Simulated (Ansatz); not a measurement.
# HfC in the wurtzite structure

The computed numbers are results of PBE, scalar-relativistic (no spin polarisation) in the plane-wave PAW code Ansatz at 420 eV, 12×12×6 k-mesh, Gaussian smearing of 0.05 eV; PAW files: Ansatz's generated set soft_2.

```
Hf C
1.0
     3.85144    0.00000    0.00000
    -1.92572    3.33545    0.00000
     0.00000    0.00000    4.64309
Hf C
2 2
Direct
  0.66667 0.33333 0.06659
  0.33333 0.66667 0.56659
  0.66667 0.33333 0.55861
  0.33333 0.66667 0.05861
```

The structure was built from a prototype; whether the compound forms in it isn't claimed.

The run above is the reference. The same cell was run again with other input settings; several of them aren't fit for production, so the rows show the settings' effect and aren't properties of the material.

```tsv
keys changed	outcome	ΔE (meV/atom)	P (GPa)	gap on the mesh (eV)	cell moment (μB)	largest force component (eV/Å)	SCF iterations	rough core-seconds	new warnings
none (reference)	converged	0.0	0.0	metal	–	0.000	–	–	–
basis.ecutwfc: 420 → "350 eV"	converged	19.7	0.0	metal	–	0.004	6	7	cutoff below recommended
scf.occupations.method: "gaussian" → "cold"; scf.mixing.algorithm: "msr1"; scf.mixing.beta: 0.7; scf.initial_density.chi_scale: 0.1	converged	0.0	0.0	metal	–	0.000	9	13	–
scf.eigensolver.kind: "davidson"; basis.precision: "f64"	converged	0.0	0.0	metal	–	0.000	6	22	–
```

These changes also left energy (to 0.1 meV/atom), pressure, gap, moment and forces as in the reference: scf.convergence.dr2_threshold: 1e-08.

ΔE is the energy with the smearing extrapolated to zero. It is left out where the change alters the Hamiltonian or the spin treatment. The varied runs start from atomic densities (corrected by the program's trained start where that serves), with the default search for lower states unless a row changes it.

(1) What happens with these changes: scf.convergence.dr2_threshold: 1e-09; scf.algorithm: "density_mixing"; hamiltonian.hubbard: {"sites": [{"species": "Hf", "l": "d", "u_eff": 5.0}], "double_counting": "amf"}?

(2) What happens with these changes: scf.occupations.method: "gaussian" → "methfessel_paxton"; scf.occupations.width: 0.05 → 0.15; scf.convergence.dr2_threshold: 1e-11; hamiltonian.pseudopotentials: {"kind": "nc", "accuracy": "standard"}?

Answers:

(1) outcome converged, P (GPa) 0.2, gap on the mesh (eV) metal, largest force component (eV/Å) 0.020, SCF iterations 11, rough core-seconds 19, new warnings filled band counts differ across k points; stress scf threshold loose.

(2) outcome converged, P (GPa) 2.8, gap on the mesh (eV) metal, largest force component (eV/Å) 0.024, SCF iterations 10, rough core-seconds 11, new warnings cutoff below recommended.

Other pseudopotential files need their own cutoff; where it is too low, pressure and moments show the cutoff and not the files.

Of the reference: Spin–orbit coupling, which matters for such heavy elements, is left out.
